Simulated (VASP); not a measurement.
Runs of VASP 6.6.1 on GaP. It takes space group F-43m (No. 216, cubic). The conventional cell has a = 5.539 Å, b = 5.539 Å, c = 5.539 Å, α = 90.00°, β = 90.00°, γ = 90.00°. Around Ga (site symmetry -43m) lie 4 P at 2.40 Å. P (site symmetry -43m) is surrounded by 4 Ga at 2.40 Å. 

```tsv
task	cell	gap on the mesh (eV)	pressure (GPa)
relaxation of the atoms	atoms relaxed	1.48	0.0
relaxation of the atoms	atoms relaxed from: a relaxed cell with its volume scaled by 1.04	1.16	-2.8
relaxation of the atoms	atoms relaxed from: a relaxed cell with its volume scaled by 1.02	(a)	-1.5
relaxation of cell and atoms	relaxed	1.48	0.0
relaxation of the atoms	atoms relaxed from: a relaxed cell with its volume scaled by 0.96	1.66	3.6
relaxation of the atoms	atoms relaxed from: a relaxed cell with its volume scaled by 1.06	(b)	-4.0
relaxation of the atoms	atoms relaxed from: a relaxed cell with its volume scaled by 0.98	1.62	1.7
```

Alike in all rows: level PBE; potentials or basis VASP PAW PBE potentials, release 64 (Ga, P); no spin polarisation; k mesh 4 × 4 × 4; cutoff (eV) 300; smearing gaussian 0.03 eV; the mesh is coarse, so values aren't converged.

Task: Fill in the values left out.

Result: (a) 1.32; (b) 1.01.

Caveats: all runs use coarse meshes; the cutoff is under 1.25 times the usual one of these potentials, so pressure, stress and relaxed cells hold a basis-set (Pulay) error; the relaxation stopped at its first step, so nothing moved.

A k mesh can miss the band edges, and the runs leave out spin-orbit coupling on Ga.
